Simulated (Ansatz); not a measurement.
# 1T-MnSTe monolayer in a perpendicular field, part 2 of 2

Aim: how the 1T-MnSTe monolayer screens a field along its normal, and what the field does to its bands. A positive field points along +c.

Ansatz 0.2.0; plane-wave DFT, PBE-D3(BJ), Ansatz PAW (set soft_1); PAW set soft_1.

So far. Step 2 (Relaxing the slab): The lattice constant a goes from 3.555 to 3.478 Å.

## (3) Atoms held, field 0

A sawtooth potential applies the field, turning back in the middle of the vacuum. With the dipole correction the typed value is the field outside the slab. The induced dipole is small, so the SCF threshold is tight.

The cell differs from the one that the last finished run ended in (c 36.561 → 20.931 Å).

input.yaml

```yaml
crystal:
  lattice:
    - [3.4782363058, 0.0, 0.0]
    - [-1.7391181529, 3.0122410012, 0.0]
    - [0.0, 0.0, 20.9308384048]
  atoms:
    - { symbol: Te, position: [0.6666666667, 0.3333333333, 0.4299875536], spin: -0.06 }
    - { symbol: Mn, position: [0.0, 0.0, 0.5144112358], spin: 2.73 }
    - { symbol: S, position: [0.3333333333, 0.6666666667, 0.5700124464] }
magnetization:
  spin_polarized: true
kpoints:
  mp_grid: { grid: [18, 18, 1] }
  band_path:
    path: [[0, 0, 0], [0.5, 0, 0], [0.33333333, 0.33333333, 0], [0, 0, 0]]
    npoints: 16
hamiltonian:
  xc: pbe
  dispersion: d3bj
  pseudopotentials: { kind: paw, azcp: { folder: soft_1 } }
scf:
  occupations: { method: fermi_dirac, width: 0.02585 }
  convergence: { dr2_threshold: 1.0e-10 }
efield:
  axis: 3
  dipole_correction: true
  ramp_position: 0.97
  ramp_width: 0.06
  amplitude: 0
output:
  dos: { projected: true, e_range: [-6, 5] }
  write_potential: true
  write_density: true
  volumetric_format: npy
  elf: true
```

On the command line:

```console
$ ansatz run input.yaml --threads 2 --pin off --max-ram 3072MiB --backend cpu --events-out ev --progress --plain --runs-dir out
```

Numbers of over 12 decimals in the logs are rounded to 6 here.

The log of the run:

```text
[...]
Crystal: 3 atoms, lattice volume = 219.298 Å³
Basis set: ecut = 420 eV, 4287 PW (Γ)
Bands: 24, of which v1, the nominal top of the filled ones, is band 19 counted from 1 (18 counted from 0)
Symmetry: 6 space group operations
k-points: 37 of 324 (time reversal used)
[...]
Starting moments: Σ|m| = 2.79 μB on 2 of 3 sites
[...]
SCF iter   1: F=—  HF=-11782.882798 eV  |F-HF|=—  |Δ(HF+E_count)|=         —  Δρ=1.93e-2 (↑1.61e-2 ↓1.93e-2)  dr2=3.19e0  dr2_m=4.46e-1  M=3.028 μB ∫|m|=3.426 μB  β_m=1.00  ethr=3.10e-3  p=0.000 e·Å  D=9.49e-8 V/Å  ΔV_dip=-0.00 eV  dr2_dipole=5.36e-1  V_vac-E_F(+/−)=5.76/5.76 eV  ⟨swp⟩=12.0  Hψ=12052  notcnv=0
[...]
efield: sawtooth ramp at fractional position 0.9700 (set: `efield.ramp_position`, or a place that a band, a saddle search or an elastic batch's reference lends), width 0.0600; the density the first Hamiltonian is built on has a dipole p = 0.000 e·Å; the dipole correction subtracts the counter field D = 9.49e-8 V/Å, which shifts the + side's vacuum level by -0.00 eV against the − side's; the planar-averaged density in the ramp window peaks in size at 1.4e-6 e/Å³
[...]
SCF iter   2: F=—  HF=-11782.720358 eV  |F-HF|=—  |Δ(HF+E_count)|=   1.62e-1  Δρ=7.39e-3 (↑6.07e-3 ↓7.39e-3)  dr2=1.13e0  dr2_m=5.95e-3  M=3.066 μB ∫|m|=3.494 μB  β_m=0.37  ethr=3.10e-3  p=-0.044 e·Å  D=-3.67e-2 V/Å  ΔV_dip=0.77 eV  dr2_dipole=1.69e-1  V_vac-E_F(+/−)=5.55/4.78 eV  ⟨swp⟩=2.8  Hψ=2835  notcnv=0  defer=74
density mixer auto → msr1: a metal under ldos (density of states about μ 0.88 of a free-electron gas's, 12 screened modes)
SCF iter   3: F=—  HF=-11782.660269 eV  |F-HF|=—  |Δ(HF+E_count)|=   6.01e-2  Δρ=7.17e-3 (↑7.17e-3 ↓5.68e-3)  dr2=1.23e-1  dr2_m=6.97e-2  M=3.042 μB ∫|m|=3.452 μB  β_m=0.61  ethr=3.07e-3  p=-0.074 e·Å  D=-6.07e-2 V/Å  ΔV_dip=1.27 eV  dr2_dipole=9.35e-3  V_vac-E_F(+/−)=5.50/4.23 eV  ⟨swp⟩=2.8  Hψ=2495  notcnv=0  defer=74
[...]
SCF iter  13: F=-11782.802385 eV  HF=-11782.802385 eV  |F-HF|=4.55e-11  |Δ(HF+E_count)|=  2.36e-11  Δρ=4.51e-8 (↑3.59e-8 ↓4.51e-8)  dr2=1.09e-11  dr2_m=2.01e-12  M=2.982 μB ∫|m|=3.293 μB  ethr=1.00e-12  p=-0.065 e·Å  D=-5.37e-2 V/Å  ΔV_dip=1.12 eV  dr2_dipole=5.76e-13  V_vac-E_F(+/−)=5.42/4.30 eV  ⟨swp⟩=7.8  Hψ=7627  notcnv=0
SCF 1 converged in 13 iterations: F = -11782.802385 eV  dr2 = 1.09e-11
[...]
NSCF: frozen V_eff on 49 k-points
efield: sawtooth ramp at fractional position 0.9700 (kept from the solve that this one continues, or follows in the run), width 0.0600; the density the first Hamiltonian is built on has a dipole p = -0.065 e·Å; the dipole correction subtracts the counter field D = -5.37e-2 V/Å, which shifts the + side's vacuum level by +1.12 eV against the − side's; the planar-averaged density in the ramp window peaks in size at 1.4e-6 e/Å³
SCF converged after 13 iterations
Magnetization: 2.9820 μB (19.9910 up, 17.0090 down)
Absolute magnetization: 3.2939 μB (∫|ρ↑−ρ↓|, with the PAW one-centre terms)
[...]
Per-site moments (μB) at R_I (Å): [(-0.061204, 1.103405), (2.770200, 0.957417), (0.00761425, 0.957417)]
Free energy (F): -11782.802385 eV
[...]
Internal energy: -11782.800095 eV  (E = F + TS)
E sigma→0 (E₀):  -11782.801240 eV
Entropy (-TS):   -0.002290 eV (-0.763 meV/atom)
Fermi energy:    -0.475780 eV
Dipole field:    D = -0.053692 V/Å  (p = -0.065070 e·Å, saw-weighted, corrected)
Work function:   Φ+ = 5.4246 eV   Φ− = 4.3008 eV
Levels:          The Fermi level and band energies are counted from a zero that moves with the ramp; work functions are not
[...]
--- Band table (eV; the first three rows and the last of 74) ---
  k-point 0 ↑: bands = [... 15 lower, -3.1741, -3.1741, -1.5051, 0.0031, 0.0031, 1.9459, 1.9459, 3.1326, ... 1 higher]
  k-point 1 ↑: bands = [... 15 lower, -3.1895, -3.1673, -1.5154, -0.1467, -0.0353, 1.6312, 1.8772, 3.1921, ... 1 higher]
  k-point 2 ↑: bands = [... 15 lower, -3.2301, -3.1249, -1.5771, -0.4973, -0.1544, 0.9411, 1.7076, 3.3587, ... 1 higher]
  k-point 36 ↓: bands = [... 15 lower, -3.0268, -2.8989, 0.1948, 0.2358, 0.2437, 1.0427, 1.8429, 4.5015, ... 1 higher]
```

It took 34 s on 2 threads of Arm Neoverse V2, shared host; peak memory 0.72 GiB; 66 s of CPU time.

Reading the cycles: dr2 is the Hartree energy of the density residual (eV), the measure of convergence; HF is the Harris–Foulkes estimate of the energy, which meets the free energy F at convergence.

Numbers from this step:

```yaml
total_moment: 2.982 μB
site_moments: -0.06120, 2.770, 0.007614 μB
work_function_upper_face: 5.425 eV
work_function_lower_face: 4.301 eV
dipole_along_the_normal: -0.06507 e·Å
step_between_the_vacuum_levels: 1.124 eV
```

Running mean over a fixed 2.8 Å (it still follows the layers) of the planar mean; the ramp of the sawtooth is left out. Table of electron's electrostatic potential energy less the Fermi level by z:

| z (Å) | electron's electrostatic potential energy less the Fermi level (eV) |
| --- | --- |
| 3.0 | 4.30 |
| 3.5 | 4.30 |
| 4.0 | 4.30 |
| 4.5 | 4.30 |
| 5.0 | 4.29 |
| 5.5 | 4.28 |
| 6.0 | 4.20 |
| 6.5 | 3.91 |
| 7.0 | 2.73 |
| 7.5 | 0.607 |
| 8.0 | -1.52 |
| 8.5 | -3.53 |
| 9.0 | -5.24 |
| 9.5 | -7.51 |
| 10.0 | -8.47 |
| 10.5 | -8.66 |
| 11.0 | -8.34 |
| 11.5 | -7.35 |
| 12.0 | -4.98 |
| 12.5 | -1.86 |
| 13.0 | 0.838 |
| 13.5 | 3.19 |
| 14.0 | 4.82 |
| 14.5 | 5.30 |
| 15.0 | 5.40 |
| 15.5 | 5.42 |
| 16.0 | 5.42 |
| 16.5 | 5.42 |
| 17.0 | 5.42 |
| 17.5 | 5.42 |
| 18.0 | 5.42 |

The density of states has structure finer than the step of the table below, so its rows give means over 0.2 eV, whole bins alone (the curve runs from -6 to 1.99 eV). Peaks (eV: height): total -5.06: 7.77, -4.70: 7.75, -3.96: 8.64, -3.05: 13.5, 0.89: 7.38, 1.00: 8.97, 1.09: 8.23; up -5.06: 7.17, -3.96: 8.02, -2.86: 4.64, -2.61: 5.27, -2.28: 4.63, -2.14: 4.19, 1.09: 5.87; down -4.70: 3.74, -3.05: 11.3, -2.39: 2.65, 0.29: 4.88, 0.89: 7.19, 1.00: 7.66, 1.91: 3.04.

Density of states against energy, zero at the Fermi level; means over each step; values in states/eV a cell:

| energy (eV) | total | up | down |
| --- | --- | --- | --- |
| -5.8 | 0.926 | 0.518 | 0.408 |
| -5.6 | 1.11 | 0.680 | 0.434 |
| -5.4 | 1.62 | 1.12 | 0.502 |
| -5.2 | 2.31 | 1.64 | 0.671 |
| -5.0 | 3.48 | 2.50 | 0.975 |
| -4.8 | 3.36 | 0.955 | 2.41 |
| -4.6 | 3.69 | 1.79 | 1.90 |
| -4.4 | 0.981 | 0.510 | 0.471 |
| -4.2 | 2.90 | 2.24 | 0.657 |
| -4.0 | 5.78 | 4.86 | 0.918 |
| -3.8 | 1.25 | 0.744 | 0.504 |
| -3.6 | 1.01 | 0.242 | 0.764 |
| -3.4 | 2.85 | 0.258 | 2.59 |
| -3.2 | 4.22 | 1.69 | 2.53 |
| -3.0 | 5.83 | 2.77 | 3.06 |
| -2.8 | 2.74 | 2.41 | 0.335 |
| -2.6 | 4.24 | 3.34 | 0.902 |
| -2.4 | 2.71 | 1.11 | 1.60 |
| -2.2 | 3.94 | 2.73 | 1.20 |
| -2.0 | 3.03 | 1.75 | 1.28 |
| -1.8 | 2.69 | 1.14 | 1.56 |
| -1.6 | 2.67 | 1.22 | 1.45 |
| -1.4 | 2.65 | 1.80 | 0.855 |
| -1.2 | 1.96 | 1.35 | 0.613 |
| -1.0 | 1.43 | 1.01 | 0.416 |
| -0.8 | 0.986 | 0.648 | 0.339 |
| -0.6 | 0.904 | 0.619 | 0.285 |
| -0.4 | 0.847 | 0.608 | 0.239 |
| -0.2 | 1.05 | 0.848 | 0.206 |
| 0.0 | 1.22 | 0.859 | 0.364 |
| 0.2 | 2.75 | 0.825 | 1.93 |
| 0.4 | 3.74 | 1.41 | 2.33 |
| 0.6 | 1.51 | 1.11 | 0.401 |
| 0.8 | 4.32 | 0.726 | 3.60 |
| 1.0 | 6.07 | 1.96 | 4.11 |
| 1.2 | 2.22 | 1.09 | 1.13 |
| 1.4 | 1.69 | 0.941 | 0.745 |
| 1.6 | 1.79 | 0.549 | 1.24 |
| 1.8 | 1.85 | 0.335 | 1.52 |

Projected DOS per atom over height of the atomic layer and energy from the Fermi level. Layers: Te Mn S from below.

Ten even steps from '_' (0.22 states/eV) to '@' (2.77 states/eV), each cell a mean:
```
__--__
..::__
--@@..
..##__
..##..
__::__
______
______
....__
--::::
::::::
::**..
--**__
::%%::
::==++
____..
..##**
__....
--::++
--..--
..__..
______
```
Columns: height of the atomic layer (Å) from 9 to 11.9 (not evenly spaced); rows upwards: energy from the Fermi level (eV) from -5.96 to 1.96.

Projected DOS per atom, spin up over height of the atomic layer and energy from the Fermi level. Layers: Te Mn S from below.

Ten even steps from '_' (0.05 states/eV) to '@' (2.05 states/eV), each cell a mean:
```
______
..____
--::..
....__
......
__....
____..
______
......
..::::
..::..
..%%..
::##__
--@@__
..::__
______
..@@**
__....
..::::
--::==
......
______
```
Columns: height of the atomic layer (Å) from 9 to 11.9 (not evenly spaced); rows upwards: energy from the Fermi level (eV) from -5.96 to 1.96.

Projected DOS per atom, spin down over height of the atomic layer and energy from the Fermi level. Layers: Te Mn S from below.

Ten even steps from '0' (0.02 states/eV) to '9' (2.21 states/eV), each cell a mean:
```
041
030
190
080
070
010
000
000
000
211
311
211
201
013
236
002
002
100
314
101
100
000
```
Columns: height of the atomic layer (Å) from 9 to 11.9 (not evenly spaced); rows upwards: energy from the Fermi level (eV) from -5.96 to 1.96.

Deep bands are left out, so band numbers here count from the lowest band kept and differ from the log's. Electronic bands along the path, in eV, zero at the Fermi level; # counts the bands kept:

| point | up #8 | up #9 | up #10 | up #11 | down #5 | down #6 | down #7 | down #8 |
| --- | --- | --- | --- | --- | --- | --- | --- | --- |
| Γ | 0.48 | 0.48 | 2.42 | 2.42 | -0.04 | -0.04 | 0.91 | 0.91 |
| halfway | -0.99 | -0.32 | 0.34 | 1.74 | -1.61 | -0.88 | 0.19 | 0.97 |
| M | -1.84 | -1.50 | 0.89 | 1.47 | -2.49 | -1.30 | 0.03 | 0.80 |
| halfway | -2.12 | -1.41 | 0.22 | 1.08 | -2.49 | -2.28 | 0.38 | 0.81 |
| K | -1.91 | -1.63 | -0.24 | 1.11 | -2.55 | -2.42 | 0.67 | 0.71 |
| halfway | -1.48 | -0.54 | 0.49 | 0.91 | -1.72 | -1.56 | 0.36 | 0.80 |
| Γ | 0.48 | 0.48 | 2.42 | 2.42 | -0.04 | -0.04 | 0.91 | 0.91 |

Site moment by atom:

| atom | site moment (μB) |
| --- | --- |
| Te1 | -0.06 |
| Mn2 | 2.77 |
| S3 | 0.01 |

Spin density in the ca plane at fractional y = 0.000, with atoms of Mn within 0.2 Å of it.

Ten even steps from '0' (0.0 e/Å³) to '9' (4.4 e/Å³), each cell a mean:
```
00000000000000000000000166200000000000000000
00000000000000000000000011000000000000000000
00000000000000000000000000000000000000000000
00000000000000000000000000000000000000000000
00000000000000000000000000000000000000000000
00000000000000000000000000000000000000000000
00000000000000000000000000000000000000000000
00000000000000000000000023000000000000000000
00000000000000000000000299300000000000000000
```
Columns run along c (16.0 Å, from fractional 0.09 to 0.85 of the cell), rows up along a (3.5 Å). Atoms in or near the plane, at fractional coordinates: Mn at (0.51, 0.00).

Valence density in the ca plane at fractional y = 0.000, with atoms of Mn within 0.2 Å of it. It is the smooth field of the valence electrons, not physical close to the nuclei.

Ten steps, logarithmic in the rise over the least value, from '0' (0 e/Å³) to '9' (22 e/Å³), each cell a mean:
```
00000000000000000000112699621000000000000000
00000000000000000001111355311000000000000000
00000000000000000011211112221100000000000000
00000000000000000112221111122110000000000000
00000000000000000122221111122110000000000000
00000000000000000112221111122100000000000000
00000000000000000011111233211100000000000000
00000000000000000001112577521000000000000000
00000000000000000000112799721000000000000000
```
Columns run along c (16.0 Å, from fractional 0.09 to 0.85 of the cell), rows up along a (3.5 Å). Atoms in or near the plane, at fractional coordinates: Mn at (0.51, 0.00).

Electrostatic potential energy in the ca plane at fractional y = 0.000, with atoms of Mn within 0.2 Å of it. With pseudopotentials it is smooth inside the atoms' cores, unlike the true potential.

Values in eV, 5 rows by 16 columns, each cell a mean:
```
  4   4   4   4   3   1  -7 -34 -13   3   5   5   5   5   5   5
  4   4   4   4   2  -5  -4  -5  -2   2   5   5   5   5   5   5
  4   4   4   4   2 -10  -6   1  -3   1   4   5   5   5   5   5
  4   4   4   4   3  -2  -3 -13  -4   3   5   5   5   5   5   5
  4   4   4   4   3   2  -8 -37 -16   3   5   5   5   5   5   5
```
Columns run along c (16.0 Å, from fractional 0.16 to 0.92 of the cell; values clipped at the 3rd and 97th percentile), rows up along a (3.5 Å). Atoms in or near the plane, at fractional coordinates: Mn at (0.51, 0.00).

The work function of the upper face is 5.42 eV.

## (4) Single point, field 0.1 V/Å

Changes to input.yaml since step 3:

```diff
@@ -26,7 +26,6 @@
   dipole_correction: true
-  ramp_position: 0.97
-  ramp_width: 0.06
-  amplitude: 0
+  ramp_position: 0.9403
+  ramp_width: 0.1037
+  amplitude: 0.1
 output:
-  dos: { projected: true, e_range: [-6, 5] }
   write_potential: true
@@ -34,2 +33 @@
   volumetric_format: npy
-  elf: true
```

The log of the run:

```text
[...]
Crystal: 3 atoms, lattice volume = 219.298 Å³
Basis set: ecut = 420 eV, 4287 PW (Γ)
Bands: 24, of which v1, the nominal top of the filled ones, is band 19 counted from 1 (18 counted from 0)
Symmetry: 6 space group operations
k-points: 37 of 324 (time reversal used)
[...]
Starting moments: Σ|m| = 2.79 μB on 2 of 3 sites
[...]
k-point 1 ↑: bands = [... 15 lower, -3.1839, -3.1634, -1.5013, -0.1378, -0.0268, 1.6337, 1.8797, 3.0003, ... 1 higher]
  k-point 2 ↑: bands = [... 15 lower, -3.2245, -3.1250, -1.5656, -0.4877, -0.1462, 0.9444, 1.7102, 3.1620, ... 1 higher]
  k-point 36 ↓: bands = [... 15 lower, -3.0289, -2.8844, 0.2006, 0.2395, 0.2468, 1.0494, 1.8490, 4.4886, ... 1 higher]
[key lines of the parts left out:]
SCF converged after 14 iterations
Magnetization: 2.9827 μB (19.9914 up, 17.0086 down)
Free energy (F): -11782.797421 eV
Fermi energy:    -0.468004 eV
Dipole field:    D = -0.028217 V/Å  (p = -0.034197 e·Å, saw-weighted, corrected)
```

It took 34 s on 2 threads; peak memory 0.72 GiB.

The dipole is -0.0342 e·Å, 0.0309 e·Å from its value without field.

## (5) Atoms held, field -0.1 V/Å

Changes to input.yaml since step 4:

```diff
@@ -28,3 +28,3 @@
   ramp_width: 0.1037
-  amplitude: 0.1
+  amplitude: -0.1
 output:
```

The log of the run:

```text
[...]
Crystal: 3 atoms, lattice volume = 219.298 Å³
Basis set: ecut = 420 eV, 4287 PW (Γ)
Bands: 24, of which v1, the nominal top of the filled ones, is band 19 counted from 1 (18 counted from 0)
Symmetry: 6 space group operations
k-points: 37 of 324 (time reversal used)
[...]
Starting moments: Σ|m| = 2.79 μB on 2 of 3 sites
[...]
k-point 1 ↑: bands = [... 15 lower, -3.1784, -3.1544, -1.5131, -0.1390, -0.0272, 1.6453, 1.8915, 3.3678, ... 1 higher]
  k-point 2 ↑: bands = [... 15 lower, -3.2190, -3.1080, -1.5721, -0.4902, -0.1460, 0.9544, 1.7216, 3.5409, ... 1 higher]
  k-point 36 ↓: bands = [... 15 lower, -3.0082, -2.8967, 0.2056, 0.2487, 0.2572, 1.0526, 1.8533, 4.5305, ... 1 higher]
[key lines of the parts left out:]
SCF converged after 13 iterations
Magnetization: 2.9813 μB (19.9906 up, 17.0094 down)
Free energy (F): -11782.810434 eV
Fermi energy:    -0.466911 eV
Dipole field:    D = -0.079139 V/Å  (p = -0.095910 e·Å, saw-weighted, corrected)
```

It took 33 s on 2 threads; peak memory 0.72 GiB.

The dipole is -0.0959 e·Å, -0.0308 e·Å from its value without field.

## (6) Response, atoms held

This step: plane-wave DFT, PBE-D3(BJ), Ansatz PAW (set soft_1); response to a field along the normal, atoms held; PAW set soft_1 (Ansatz 0.2.0).

The dipoles give the slope, and the difference of two potentials shows where the field is screened.

Numbers from this step:

* equivalent conductor thickness p/(ε₀AE): 5.329 Å
* distance between the outer atoms: 2.931 Å

Table of dipole of the cell by applied field:

| applied field (V/Å) | dipole of the cell (e·Å) |
| --- | --- |
| -0.1000 | -0.0959 |
| 0.0000 | -0.0651 |
| 0.1000 | -0.0342 |

The total moment stays at 2.98 μB for applied field from -0.1 to 0.1 V/Å.

Local field over the applied field, running mean. From the potentials at -0.1 and 0.1 V/Å; running mean over 2.5 Å. Local field over applied field against z:

| z (Å) | local field over applied field |
| --- | --- |
| 4.5 | 0.996 |
| 5.0 | 0.990 |
| 5.5 | 0.974 |
| 6.0 | 0.934 |
| 6.5 | 0.849 |
| 7.0 | 0.709 |
| 7.5 | 0.539 |
| 8.0 | 0.363 |
| 8.5 | 0.201 |
| 9.0 | 0.0848 |
| 9.5 | 0.0350 |
| 10.0 | 0.0171 |
| 10.5 | 0.0157 |
| 11.0 | 0.0382 |
| 11.5 | 0.0906 |
| 12.0 | 0.193 |
| 12.5 | 0.346 |
| 13.0 | 0.525 |
| 13.5 | 0.699 |
| 14.0 | 0.845 |
| 14.5 | 0.935 |
| 15.0 | 0.976 |
| 15.5 | 0.992 |
| 16.0 | 0.997 |
| 16.5 | 0.999 |

Electrons, planar mean, per unit field. Induced electron density against z:

| z (Å) | induced electron density (e/Å³ per V/Å) |
| --- | --- |
| 4.5 | 1.6e-5 |
| 5.0 | 4.6e-5 |
| 5.5 | 1.3e-4 |
| 6.0 | 3.3e-4 |
| 6.5 | 8.2e-4 |
| 7.0 | 0.00182 |
| 7.5 | 0.00316 |
| 8.0 | 0.00300 |
| 8.5 | 9.1e-4 |
| 9.0 | 8.2e-4 |
| 9.5 | 3.2e-4 |
| 10.0 | -5.2e-4 |
| 10.5 | -2.0e-4 |
| 11.0 | 2.6e-4 |
| 11.5 | -4.9e-4 |
| 12.0 | -9.8e-4 |
| 12.5 | -0.00266 |
| 13.0 | -0.00347 |
| 13.5 | -0.00200 |
| 14.0 | -8.4e-4 |
| 14.5 | -3.1e-4 |
| 15.0 | -1.1e-4 |
| 15.5 | -3.6e-5 |
| 16.0 | -1.1e-5 |
| 16.5 | -3.6e-6 |

By hand: between -0.1 and 0.1 V/Å the dipole changes by 0.06171 e·Å, a slope of 0.3086 e·Å²/V. A perfect conductor of thickness t has p = ε₀AEt, so t = 180.95 × 0.3086 / 10.477 = 5.33 Å (e/ε₀ = 180.95 V·Å, A in Å²).

The induced dipole is that of a conductor 5.33 Å thick.

## (7) Outcome

```yaml
gap_without_field: none
work_function_upper_face: 5.42 eV
step_between_the_vacuum_levels: 1.12 eV
equivalent_conductor_thickness_atoms_held: 5.33 Å
```

The induced dipole equals that of a perfect conductor 5.33 Å thick, while the outer atoms lie 2.93 Å apart. The two faces differ: the vacuum level above lies 1.12 eV higher than the one below. There is no gap over 0.03 eV, with or without the field. For an open d or f shell that can be the fault of a semilocal functional without a Hubbard term. The magnetic order is the one reached from the typed start; other orders were not compared. Spin-orbit coupling is left out, which matters for the bands of elements this heavy.

[Logs are printed without paths, hosts, clocks, repeated set-up lines and the standing remarks that a program may print on its own settings, such as how far it seeks lower states.]

[Hosts, paths, dates, database ids (printed as entryN), source tags and the programs' standing remarks are cut or masked in the printed files.]

[Maps of the electrostatic potential energy from Ansatz leave out the sawtooth potential of an applied field or a dipole correction, so their vacuum need not be flat; planar profiles and work functions include it.]

[The density of states shown here was stored with 400 of the rows of the run's finer table, so its peaks can read low, often by over a quarter, or be missed, and its means over a window can be off by a tenth or more.]
